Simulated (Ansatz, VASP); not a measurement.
One calculation of Cu, two programs

```
Cu
1.0
     2.53076    0.00000    0.00000
    -1.26538    2.19171    0.00000
     0.00000    0.00000    8.26182
Cu
4
Direct
  0.00000 0.00000 0.00000
  0.33333 0.66667 0.25000
  0.00000 0.00000 0.50000
  0.66667 0.33333 0.75000
```

This isn't the form of Cu at room conditions, which is fcc.

Alike in both runs: task single point; functional PBEsol; k mesh 5 × 5 × 2; no spin polarisation.

|  | VASP | Ansatz |
| --- | --- | --- |
| version | VASP 6.6.1 | Ansatz 0.2.0 |
| potentials or method | VASP PAW PBE potentials, release 64 (Cu) | plane waves, PAW |
| plane-wave cutoff (eV) | 520 | 420 |
| occupations | methfessel-paxton of order 1, width 0.05 eV | cold, width 0.05 eV |
| valence electrons in the cell | 44 | 76 |

```tsv
	VASP	Ansatz	Ansatz less VASP
pressure (GPa)	-2.2	-2.9	-0.67
largest component of the traceless stress (GPa)	0.26	0.24	-0.028
```

The two sets of potentials don't hold the same shells in valence.

Caveats: the k mesh is coarse (spacing up to 0.57 Å⁻¹), so the values aren't converged; the PAW data sets were made with another functional, which shifts forces and pressure a little (VASP).
